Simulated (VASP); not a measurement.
# BAs (F-43m) in VASP: further runs

Runs on BAs. Level: r2SCAN. Tasks: relaxation of the atoms.

Everything below comes from runs of VASP 6.6.1. Logs are shortened: lines on timing, memory, paths and dates and some standing lists are left out, and cuts for length are marked.

### 1 The undisturbed crystal

The structure is cubic, space group F-43m (No. 216). The conventional cell has a = 4.777 Å, b = 4.777 Å, c = 4.777 Å, α = 90.00°, β = 90.00°, γ = 90.00°. B (site symmetry -43m) has 4 As at 2.07 Å as nearest neighbours. As (site symmetry -43m) has 4 B at 2.07 Å as nearest neighbours.

### 2 Relaxation of the atoms, r2SCAN (a relaxed cell with its volume scaled by 1.02)

INCAR

```
SYSTEM = BAs
PREC     = Accurate       ! precision mode
ENCUT    = 600            ! plane-wave cutoff, eV
EDIFF    = 1E-7           ! SCF threshold, eV
ISMEAR   = 0              ! smearing method
SIGMA    = 0.03           ! smearing width, eV
LREAL    = .FALSE.        ! projectors in reciprocal space
LASPH    = .TRUE.         ! aspherical terms in the spheres
NELM     = 80             ! most SCF steps
ALGO     = Normal         ! electronic algorithm
ISIF     = 2              ! what is computed and relaxed
LWAVE    = .FALSE.        ! write WAVECAR
LCHARG   = .FALSE.        ! write CHGCAR
METAGGA  = R2SCAN         ! meta-GGA
LMIXTAU  = .TRUE.       
IBRION   = 2              ! ionic algorithm
NSW      = 40             ! ionic steps
EDIFFG   = -0.01          ! ionic threshold
```

KPOINTS

```
regular mesh
0
G
  10 10 10
  0 0 0
```

POSCAR

```
BAs                                     
1.0
    0.0000000000      2.4090278329      2.4090278329
    2.4090278329      0.0000000000      2.4090278329
    2.4090278329      2.4090278329      0.0000000000
  B               As            
     1     1
Direct
     0.0000000000000000    0.0000000000000000    0.0000000000000000
     0.2500000000000000    0.2500000000000000    0.2500000000000000
```

Potentials or basis: VASP PAW PBE potentials, release 64 (B, As).

Launch:

```console
> cat potpaw_PBE.64/B/POTCAR potpaw_PBE.64/As/POTCAR > POTCAR
> mpirun -np 1 vasp_std > vasp.out
```

OUTCAR:

```text
SYSTEM = BAs
   PREC = Accurate
   ENCUT = 600
   EDIFF = 1E-7
   ISMEAR = 0
   LREAL = .FALSE.
   LASPH = .TRUE.
   NELM = 80
   ISIF = 2
   METAGGA = R2SCAN
   IBRION = 2
   NSW = 40
   EDIFFG = -0.01

 ion  position               nearest neighbor table
   1  0.000  0.000  0.000-   2 2.09   2 2.09   2 2.09   2 2.09
   2  0.250  0.250  0.250-   1 2.09   1 2.09   1 2.09   1 2.09

  LATTYP: Found a face centered cubic cell.
 ALAT       =     4.8180556658

  Lattice vectors:

 A1 = (   0.0000000000,   2.4090278329,   2.4090278329)
 A2 = (   2.4090278329,   0.0000000000,   2.4090278329)
 A3 = (   2.4090278329,   2.4090278329,   0.0000000000)

Analysis of symmetry for initial positions (statically):
=====================================================================
 Subroutine PRICEL returns:
 Original cell was already a primitive cell.

 Routine SETGRP: Setting up the symmetry group for a
 face centered cubic supercell.

 Subroutine GETGRP returns: Found 24 space group operations
 (whereof 24 operations were pure point group operations)
 out of a pool of 48 trial point group operations.

The static configuration has the point symmetry T_d .

Analysis of symmetry for dynamics (positions and initial velocities):
=====================================================================
 Subroutine PRICEL returns:
 Original cell was already a primitive cell.

 Routine SETGRP: Setting up the symmetry group for a
 face centered cubic supercell.

 Subroutine GETGRP returns: Found 24 space group operations
 (whereof 24 operations were pure point group operations)
 out of a pool of 48 trial point group operations.

The dynamic configuration has the point symmetry T_d .

 Subroutine INISYM returns: Found 24 space group operations
 (whereof 24 operations are pure point group operations),
 and found     1 'primitive' translations

----------------------------------------------------------------------------------------

                                     Primitive cell

  volume of cell :      27.9612

  direct lattice vectors                    reciprocal lattice vectors
     0.000000000  2.409027833  2.409027833    -0.207552604  0.207552604  0.207552604
     2.409027833  0.000000000  2.409027833     0.207552604 -0.207552604  0.207552604
     2.409027833  2.409027833  0.000000000     0.207552604  0.207552604 -0.207552604

  length of vectors
     3.406879833  3.406879833  3.406879833     0.359491655  0.359491655  0.359491655

  position of ions in fractional coordinates (direct lattice)
     0.000000000  0.000000000  0.000000000
     0.250000000  0.250000000  0.250000000

  ion indices of the primitive-cell ions
   primitive index   ion index
                 1           1
                 2           2

----------------------------------------------------------------------------------------

 KPOINTS: regular mesh

Automatic generation of k-mesh.
 Grid dimensions read from file:
 generate k-points for:   10   10   10

 Generating k-lattice:

  Cartesian coordinates                     Fractional coordinates (reciprocal lattice)
    -0.020755260  0.020755260  0.020755260     0.100000000  0.000000000  0.000000000
     0.020755260 -0.020755260  0.020755260     0.000000000  0.100000000  0.000000000
     0.020755260  0.020755260 -0.020755260     0.000000000  0.000000000  0.100000000

  Length of vectors
     0.035949166  0.035949166  0.035949166

  Shift w.r.t. Gamma in fractional coordinates (k-lattice)
     0.000000000  0.000000000  0.000000000

 Subroutine IBZKPT returns following result:
 ===========================================

 Found     47 irreducible k-points:

 Following reciprocal coordinates:
            Coordinates               Weight
  0.000000  0.000000  0.000000      1.000000
  0.100000  0.000000  0.000000      8.000000
  0.200000  0.000000  0.000000      8.000000
  0.300000  0.000000  0.000000      8.000000
  0.400000  0.000000  0.000000      8.000000
  0.500000  0.000000  0.000000      4.000000
[... 16 lines left out ...]
  0.300000  0.300000  0.000000      6.000000
  0.400000  0.300000  0.000000     24.000000
 [... further k-points ...]
   k-points           NKPTS =     47   k-points in BZ     NKDIM =     47   number of bands    NBANDS=      8
   number of dos      NEDOS =    301   number of ions     NIONS =      2
   total plane-waves  NPLWV =  21952
   dimension x,y,z NGX =    28 NGY =   28 NGZ =   28
   dimension x,y,z NGXF=    56 NGYF=   56 NGZF=   56
   ions per type =               1   1
   NGX,Y,Z   is equivalent  to a cutoff of  13.66, 13.66, 13.66 a.u.
   NGXF,Y,Z  is equivalent  to a cutoff of  27.33, 27.33, 27.33 a.u.
 SYSTEM =  BAs
   PREC   = accura    normal or accurate (medium, high low for compatibility)
   ISTART =      0    job   : 0-new  1-cont  2-samecut
   ICHARG =      2    charge: 1-file 2-atom 10-const
   ISPIN  =      1    spin polarized calculation?
   LNONCOLLINEAR =      F non collinear calculations
   LSORBIT =      F    spin-orbit coupling
   LASPH  =      T    aspherical Exc in radial PAW
   ENCUT  =  600.0 eV  44.10 Ry    6.64 a.u.   6.80  6.80  6.80*2*pi/ulx,y,z
   NELM   =     80;   NELMIN=  2; NELMDL= -5     # of ELM steps
   EDIFF  = 0.1E-06   stopping-criterion for ELM
   LREAL  =      F    real-space projection
   EDIFFG = -.1E-01   stopping-criterion for IOM
   NSW    =     40    number of steps for IOM
   IBRION =      2    ionic relax: 0-MD 1-quasi-New 2-CG
   NFREE  =      1    steps in history (QN), initial steepest desc. (CG)
   ISIF   =      2    stress and relaxation
   ISYM   =      2    0-nonsym 1-usesym 2-fastsym
   POTIM  = 0.5000    time-step for ionic-motion
   TEBEG  =    0.0;   TEEND  =   0.0 temperature during run
   PSTRESS=    0.0 pullay stress
   NELECT =       8.0000    total number of electrons
   NUPDOWN=      -1.0000    fix difference up-down
   EMIN   =  10.00;   EMAX   =-10.00  energy-range for DOS
   EFERMI =   0.00;   METHOD = LEGACY
   ISMEAR =     0;   SIGMA  =   0.03  broadening in eV -4-tet -1-fermi 0-gaus
   EFERMI_NEDOS =   21; number of points for ismear=-14 and -15
   IALGO  =     38    algorithm
   IMIX   =      4    mixing-type and parameters
     AMIX     =   0.40;   BMIX     =  1.00
     AMIX_MAG =   1.60;   BMIX_MAG =  1.00
  volume/ion in A,a.u.               =      13.98        94.35
  Fermi-wavevector in a.u.,A,eV,Ry     =   1.078747  2.038537 15.833038  1.163695
  Thomas-Fermi vector in A             =   2.214694
   LORBIT       =      0    0 simple, 1 ext, 2 COOP (PROOUT), +10 PAW based schemes
   METAGGA = R2SCAN    functional components
   LHFCALC =     F    Hartree Fock is set to
   AEXX    =    0.0000 exact exchange contribution
   IVDW    =     0    specifies the selected vdW correction
   LEPSILON=     F    determine dielectric tensor
   LRPA    =     F    only Hartree local field effects (RPA)
 conjugate gradient relaxation of ions
 non-spin polarized calculation
 Gauss-broadening in eV      SIGMA  =   0.03
  energy-cutoff  :      600.00
  volume of cell :       27.96
 maximum number of plane-waves:       951
   NGX = 13   NGY = 13   NGZ = 13

 number of electron       8.0000000 magnetization

 Free energy of the ion-electron system (eV)
  ---------------------------------------------------
  ext. energy  EPLUGINS =         0.00000000
  ---------------------------------------------------
  free energy    TOTEN  =       -22.25302448 eV

  energy without entropy =      -22.25302448  energy(sigma->0) =      -22.25302448

 E-fermi :   5.8776     XC(G=0): -11.0173

 val. band max:        5.7390789062   @ k =   0.0000   0.0000   0.0000
 cond. band min:       7.1366976265   @ k =   0.4000   0.4000   0.0000
 fundamental gap:      1.3976187203
 Fermi energy:         5.8775685631

 k-point     1 :       0.0000    0.0000    0.0000
  band No.  band energies     occupation
      1     -10.1772      2.00000
      2       5.7391      2.00000
      3       5.7391      2.00000
      4       5.7391      2.00000
      5       9.1562      0.00000
      6       9.1562      0.00000
      7       9.1562      0.00000
      8      10.5504      0.00000

 k-point     2 :       0.1000    0.0000    0.0000
  band No.  band energies     occupation
      1     -10.0087      2.00000
      2       4.2857      2.00000
      3       5.4270      2.00000
      4       5.4270      2.00000
      5       9.3339      0.00000
      6       9.5686      0.00000
      7       9.5686      0.00000
      8      11.4841      0.00000

 k-point     3 :       0.2000    0.0000    0.0000
  band No.  band energies     occupation
      1      -9.5120      2.00000
      2       1.8433      2.00000
      3       4.8311      2.00000
      4       4.8311      2.00000
      5       9.1106      0.00000
      6      10.3196      0.00000
      7      10.3196      0.00000
      8      13.2748      0.00000

 k-point     4 :       0.3000    0.0000    0.0000
  band No.  band energies     occupation
      1      -8.7259      2.00000
      2      -0.5137      2.00000
      3       4.3027      2.00000
      4       4.3027      2.00000
      5       8.8224      0.00000
      6      10.7558      0.00000
      7      10.7558      0.00000
      8      14.7204      0.00000

 k-point     5 :       0.4000    0.0000    0.0000
  band No.  band energies     occupation
      1      -7.7900      2.00000
      2      -2.4349      2.00000
      3       3.9631      2.00000
      4       3.9631      2.00000
      5       8.6268      0.00000
      6      10.8013      0.00000
      7      10.8013      0.00000
      8      15.2381      0.00000
[... 177 lines left out ...]
 k-point    22 :      -0.2000    0.2000    0.0000
  band No.  band energies     occupation
      1      -8.4548      2.00000
      2       0.0419      2.00000
      3       1.5789      2.00000
      4       4.3947      2.00000
      5       9.8996      0.00000
      6      11.0798      0.00000
      7      12.0344      0.00000
      8      13.1631      0.00000

 k-point    23 :       0.3000    0.3000    0.0000
  band No.  band energies     occupation
      1      -8.2093      2.00000
      2       0.2678      2.00000
      3       2.4576      2.00000
      4       2.4576      2.00000
      5       7.3454      0.00000
      6       9.7098      0.00000
      7      14.5630      0.00000
      8      14.5630      0.00000

 k-point    24 :       0.4000    0.3000    0.0000
  band No.  band energies     occupation
      1      -7.4612      2.00000
      2      -1.0190      2.00000
      3       1.6660      2.00000
      4       2.1514      2.00000
      5       7.6594      0.00000
      6       9.4380      0.00000
      7      14.9671      0.00000
      8      15.2125      0.00000

 [... further k-points ...]
[... 5 lines left out ...]
  --------------------------------------------------------------------------------------
  -------------------------------------------------------------------------------------
  Total       -0.4699366     -0.4699366     -0.4699366      0.0000000      0.0000000     -0.0000000
  in kB      -26.9273976    -26.9273976    -26.9273976      0.0000000      0.0000000     -0.0000000
  external PRESSURE =     -26.9273976 kB  Pullay stress =       0.0000000 kB

 VOLUME and BASIS-vectors are now :
 -----------------------------------------------------------------------------
  energy-cutoff  :      600.00
  volume of cell :       27.96
      direct lattice vectors                 reciprocal lattice vectors
     0.000000000  2.409027833  2.409027833    -0.207552604  0.207552604  0.207552604
     2.409027833  0.000000000  2.409027833     0.207552604 -0.207552604  0.207552604
     2.409027833  2.409027833  0.000000000     0.207552604  0.207552604 -0.207552604

 POSITION                                       TOTAL-FORCE (eV/Angst)
 -----------------------------------------------------------------------------------
      0.00000      0.00000      0.00000         0.000000      0.000000      0.000000
      1.20451      1.20451      1.20451        -0.000000     -0.000000     -0.000000
 -----------------------------------------------------------------------------------
    total drift:                               -0.000000     -0.000000     -0.000000

  FREE ENERGIE OF THE ION-ELECTRON SYSTEM (eV)
  ---------------------------------------------------
  free  energy   TOTEN  =       -22.2530244840 eV

  energy  without entropy=      -22.2530244840  energy(sigma->0) =      -22.25302448

 reached required accuracy - stopping structural energy minimisation
```

Wall time 90 s (1 thread of Intel Xeon Platinum 8488C (Sapphire Rapids), shared host); peak memory 0.17 GiB.

What came out:

```yaml
Free_energy: -22.2530 eV
Pressure_after_relaxing: -2.7 GPa
Band_gap_on_the_k_mesh: 1.40 eV, indirect (least direct gap 3.42 eV)
```

Final structure:
```
B As
1.0
     0.00000    2.40903    2.40903
     2.40903    0.00000    2.40903
     2.40903    2.40903    0.00000
B As
1 1
Direct
  0.00000 0.00000 0.00000
  0.25000 0.25000 0.25000
```

Caveat: the relaxation stopped at its first step, so nothing moved; the PAW data sets were made with another functional, which shifts forces and pressure a little.

### 3 Relaxation of the atoms, r2SCAN (a relaxed cell with its volume scaled by 1.04)

INCAR is that of step 2.

KPOINTS is that of step 2.

POSCAR

```
BAs                                     
1.0
    0.0000000000      2.4246713091      2.4246713091
    2.4246713091      0.0000000000      2.4246713091
    2.4246713091      2.4246713091      0.0000000000
  B               As            
     1     1
Direct
     0.0000000000000000    0.0000000000000000    0.0000000000000000
     0.2500000000000000    0.2500000000000000    0.2500000000000000
```

Potentials or basis: VASP PAW PBE potentials, release 64 (B, As).

Launch:

```console
> cat potpaw_PBE.64/B/POTCAR potpaw_PBE.64/As/POTCAR > POTCAR
> mpirun -np 1 vasp_std > vasp.out
```

It took 59 s on 1 thread of Intel Xeon Platinum 8488C (Sapphire Rapids), shared host; peak memory 0.17 GiB.

The run converged. Its results:

```
Free energy             : -22.2397 eV
Pressure after relaxing : -5.1 GPa
Band gap on the k mesh  : 1.42 eV, indirect (least direct gap 3.40 eV)
```

Final structure:
```xyz
2
Lattice="0.0000 2.4247 2.4247 2.4247 0.0000 2.4247 2.4247 2.4247 0.0000" Properties=species:S:1:pos:R:3 pbc="T T T"
B     0.0000    0.0000    0.0000
As    1.2123    1.2123    1.2123
```

Levels at points of the mesh, in eV from the valence-band top:
```tsv
k point	band 1	band 2	band 3	band 4	band 5	band 6	band 7	band 8
(0.00, 0.00, 0.00)	-15.74	0.00	0.00	0.00	3.40	3.40	3.40	4.56
(0.50, 0.00, 0.00)	-12.88	-8.91	-1.86	-1.86	2.71	5.01	5.01	9.47
(0.50, 0.50, 0.00)	-11.52	-8.80	-4.11	-4.11	1.67	1.73	11.72	11.72
```

Caveat: the relaxation stopped at its first step, so nothing moved; the PAW data sets were made with another functional, which shifts forces and pressure a little.

[end of part 1 of 2]
